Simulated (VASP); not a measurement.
All values below come from PBE GGA, VASP's PBE PAW potentials (set 64) (plane waves; VASP).

The input files of a VASP run:

### POSCAR
```
CsCl
1
    3.6285095275    -0.0000000000     0.0000000000
   -0.0000000000     3.6285095275    -0.0000000000
    0.0000000000    -0.0000000000     3.6285095275
Cs Cl
1 1
Direct
  0.0000000000   0.0000000000   0.0000000000
  0.5000000000   0.5000000000   0.5000000000
```

### INCAR
```
# general
SYSTEM  = CsCl
PREC    = Accurate
ENCUT   = 480
LREAL   = .FALSE.
LASPH   = .TRUE.

# electronic loop
EDIFF   = 1E-7
NELM    = 100
ALGO    = Normal
LMAXMIX = 4

# smearing
ISMEAR  = 0
SIGMA   = 0.05

# functional
GGA     = PE

# ions
IBRION  = 2
NSW     = 40
ISIF    = 3
EDIFFG  = -0.01
PSTRESS = 200

# output
LWAVE   = .FALSE.
LCHARG  = .FALSE.
```

### KPOINTS
```
Automatic mesh
0
Gamma
6 6 6
0 0 0
```

POTCAR, in this order: Cs_sv Cl (PBE.64 set). Program: vasp_std.

Output of the run:

OUTCAR:
```
 ion  position               nearest neighbor table
   1  0.000  0.000  0.000-
   2  0.500  0.500  0.500-
  LATTYP: Found a simple cubic cell.
 ALAT       =     3.6285095275
 Subroutine PRICEL returns:
 Original cell was already a primitive cell.
 Subroutine GETGRP returns: Found 48 space group operations
The static configuration has the point symmetry O_h .
The dynamic configuration has the point symmetry O_h .
 Subroutine INISYM returns: Found 48 space group operations
 Subroutine IBZKPT returns following result:
 Found     20 irreducible k-points:

 Following reciprocal coordinates:
            Coordinates               Weight
  0.000000  0.000000  0.000000      1.000000
  0.166667  0.000000  0.000000      6.000000
  0.333333  0.000000  0.000000      6.000000
  0.500000  0.000000  0.000000      3.000000
  0.166667  0.166667  0.000000     12.000000
  0.333333  0.166667  0.000000     24.000000
  0.500000  0.166667  0.000000     12.000000
  0.333333  0.333333  0.000000     12.000000
  0.500000  0.333333  0.000000     12.000000
...
```

### OSZICAR
```
       N       E                     dE             d eps       ncg     rms          rms(c)
DAV:   1     0.924689794005E+02    0.92469E+02   -0.72455E+03   480   0.114E+03
DAV:   2    -0.547895959889E+00   -0.93017E+02   -0.85204E+02   724   0.193E+02
DAV:   3    -0.577692047078E+01   -0.52290E+01   -0.52025E+01   596   0.522E+01
DAV:   4    -0.582104721142E+01   -0.44127E-01   -0.44115E-01   560   0.574E+00
DAV:   5    -0.582158127363E+01   -0.53406E-03   -0.53404E-03   600   0.637E-01    0.353E+00
DAV:   6    -0.550021274406E+01    0.32137E+00   -0.55993E-01   512   0.551E+00    0.222E+00
DAV:   7    -0.546637845821E+01    0.33834E-01   -0.20999E-01   616   0.314E+00    0.127E+00
DAV:   8    -0.546770423714E+01   -0.13258E-02   -0.17311E-02   556   0.105E+00    0.115E-01
DAV:   9    -0.546734422152E+01    0.36002E-03   -0.13797E-03   572   0.273E-01    0.626E-02
DAV:  10    -0.546741245632E+01   -0.68235E-04   -0.24813E-04   588   0.127E-01    0.203E-02
DAV:  11    -0.546741544937E+01   -0.29931E-05   -0.33674E-05   572   0.451E-02    0.857E-03
DAV:  12    -0.546741464830E+01    0.80107E-06   -0.37777E-06   572   0.167E-02    0.257E-03
DAV:  13    -0.546741476646E+01   -0.11816E-06   -0.35827E-07   540   0.424E-03    0.414E-04
DAV:  14    -0.546741483281E+01   -0.66352E-07   -0.29951E-08   324   0.150E-03
   1 F= 0.49612627E+00 E0= 0.49612627E+00  d E =0.496126E+00
       N       E                     dE             d eps       ncg     rms          rms(c)
DAV:   1    -0.545881305443E+01    0.86017E-02   -0.37338E-03   492   0.438E-01    0.756E-02
DAV:   2    -0.545866419621E+01    0.14886E-03   -0.21624E-04   484   0.100E-01    0.283E-02
DAV:   3    -0.545863010624E+01    0.34090E-04   -0.94940E-05   504   0.644E-02    0.146E-02
DAV:   4    -0.545863116544E+01   -0.10592E-05   -0.44242E-06   524   0.162E-02    0.362E-03
DAV:   5    -0.545863156375E+01   -0.39832E-06   -0.59557E-07   536   0.582E-03    0.213E-03
DAV:   6    -0.545863172717E+01   -0.16341E-06   -0.27114E-08   264   0.127E-03    0.984E-04
DAV:   7    -0.545863183018E+01   -0.10301E-06   -0.78218E-09   240   0.784E-04    0.258E-04
DAV:   8    -0.545863181489E+01    0.15292E-07   -0.11212E-09   240   0.331E-04
   2 F= 0.49612649E+00 E0= 0.49612649E+00  d E =0.228800E-06
       N       E                     dE             d eps       ncg     rms          rms(c)
DAV:   1    -0.546305368702E+01   -0.44219E-02   -0.92348E-04   492   0.218E-01    0.376E-02
DAV:   2    -0.546301860321E+01    0.35084E-04   -0.53607E-05   484   0.498E-02    0.141E-02
DAV:   3    -0.546300985624E+01    0.87470E-05   -0.23490E-05   500   0.320E-02    0.727E-03
DAV:   4    -0.546300856893E+01    0.12873E-05   -0.10952E-06   516   0.807E-03    0.179E-03
DAV:   5    -0.546300836388E+01    0.20505E-06   -0.13809E-07   256   0.289E-03    0.950E-04
DAV:   6    -0.546300828282E+01    0.81058E-07   -0.13457E-08   240   0.104E-03
   3 F= 0.49611864E+00 E0= 0.49611864E+00  d E =-.762742E-05
```

OUTCAR:
```
------------------------ aborting loop because EDIFF is reached ----------------------------------------
  FORCE on cell =-STRESS in cart. coord.  units (eV):
  Direction    XX          YY          ZZ          XY          YZ          ZX
  --------------------------------------------------------------------------------------
  Total        5.9595936      5.9595936      5.9595936      0.0000000     -0.0000000      0.0000000
  in kB      200.0156619    200.0156619    200.0156619      0.0000000     -0.0000000      0.0000000
  external PRESSURE =       0.0156619 kB  Pullay stress =     200.0000000 kB
  volume of cell :       47.74
      direct lattice vectors                 reciprocal lattice vectors
     3.627614040 -0.000000000 -0.000000000     0.275663284 -0.000000000 -0.000000000
     0.000000000  3.627614040 -0.000000000     0.000000000  0.275663284 -0.000000000
     0.000000000  0.000000000  3.627614040     0.000000000  0.000000000  0.275663284
 POSITION                                       TOTAL-FORCE (eV/Angst)
 -----------------------------------------------------------------------------------
      0.00000      0.00000      0.00000        -0.000000      0.000000      0.000000
      1.81381      1.81381      1.81381         0.000000      0.000000      0.000000
 -----------------------------------------------------------------------------------
    total drift:                                0.000000      0.000000      0.000000
  FREE ENERGIE OF THE ION-ELECTRON SYSTEM (eV)
  ---------------------------------------------------
  free  energy   TOTEN  =        -5.4630082828 eV

  energy  without entropy=       -5.4630082828  energy(sigma->0) =       -5.46300828
  enthalpy is  TOTEN    =         0.4961186376 eV   P V=        5.9591269205

 reached required accuracy - stopping structural energy minimisation
```
(Selected blocks of OUTCAR.)

### CONTCAR
```
CsCl
   1.00000000000000
     3.6276140395097300   -0.0000000000000000   -0.0000000000000000
     0.0000000000000000    3.6276140395097296   -0.0000000000000000
     0.0000000000000000    0.0000000000000000    3.6276140395097300
  Cs              Cl
     1     1
Direct
     0.0000000000000000    0.0000000000000000    0.0000000000000000
     0.5000000000000000    0.5000000000000000    0.5000000000000000
```

The compound is CsCl in the CsCl type structure. This run relaxes it under an external pressure of 20 GPa. Symmetry was kept, so distortions that lower it aren't found.
